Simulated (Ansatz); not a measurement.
## Calculated electrostatic potentials at the Se nuclei for Mo₃Se₄

Cell: a COD entry, its atoms then relaxed with PBE in this cell.

```cif
data_Mo3Se4
_symmetry_space_group_name_H-M 'R-3:H'
_symmetry_Int_Tables_number 148
_cell_length_a 9.5450
_cell_length_b 9.5450
_cell_length_c 11.2100
_cell_angle_alpha 90.000
_cell_angle_beta 90.000
_cell_angle_gamma 120.000
loop_
_atom_site_label
_atom_site_type_symbol
_atom_site_symmetry_multiplicity
_atom_site_Wyckoff_symbol
_atom_site_fract_x
_atom_site_fract_y
_atom_site_fract_z
Mo Mo 18 f 0.8288 0.8484 0.3944
Se7 Se 18 f 0.9615 0.6706 0.4181
Se13 Se 6 c 0.0000 0.0000 0.2137
```

One atom of each set is listed; the run and its k-mesh use a cell of 14 atoms with edges of 6.66, 6.66, 6.66 Å.

All values are calculated (Ansatz; DFT, PBE, plane waves and PAW (field gradients read without the response of the frozen cores, which leaves them typically 4 to 6 % off), scalar-relativistic, 420 eV cutoff, Γ-centred 5×5×5 k-points, Fermi–Dirac smearing 0.05 eV), not measured.

The potential at a nucleus is that of all electrons and the other nuclei. A higher potential binds the core electrons more strongly, so differences between sites of one element are the initial-state part of core-level shifts.

**Question.** Rank the Se sites by the potential at the nucleus, lowest first, and give each against the lowest.
A. Se13: 3 Mo at 2.55 Å
B. Se7: 4 Mo at 2.54–2.61 Å

**Answer.** A (0.00 V), B (0.43 V).
